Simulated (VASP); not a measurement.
A run of VASP 6.6.1 is set up as follows.

INCAR

```
PREC = Accurate
ENCUT = 520
EDIFF = 1E-6
ISMEAR = 0
SIGMA = 0.1
LREAL = F
LASPH = T
NELM = 100
ALGO = Fast
ISIF = 2
LWAVE = F
LCHARG = T
GGA = PS
LELF = T
LVHAR = T
NBANDS = 11
```

Contents of KPOINTS:

```
Automatic mesh
0
Gamma
  16 16 16
```

Contents of POSCAR:

```
Hf
1.0
    0.0000000000      2.2362726000      2.2362726000
    2.2362726000      0.0000000000      2.2362726000
    2.2362726000      2.2362726000      0.0000000000
Hf
1
Direct
    0.0000000000      0.0000000000      0.0000000000
```

Potentials or basis: VASP PAW PBE potentials, release 64 (Hf_pv).

Launch:

```console
$ cat potpaw_PBE.64/Hf_pv/POTCAR > POTCAR
$ mpirun -np 1 vasp_std > vasp.out
```

(1) Predict the pressure.

(2) Predict the band gap on the k mesh.

Answers

(1) -4.1 GPa.

(2) none (metal or under the smearing width).

Caveat: the PAW data sets were made with another functional, which shifts forces and pressure a little.
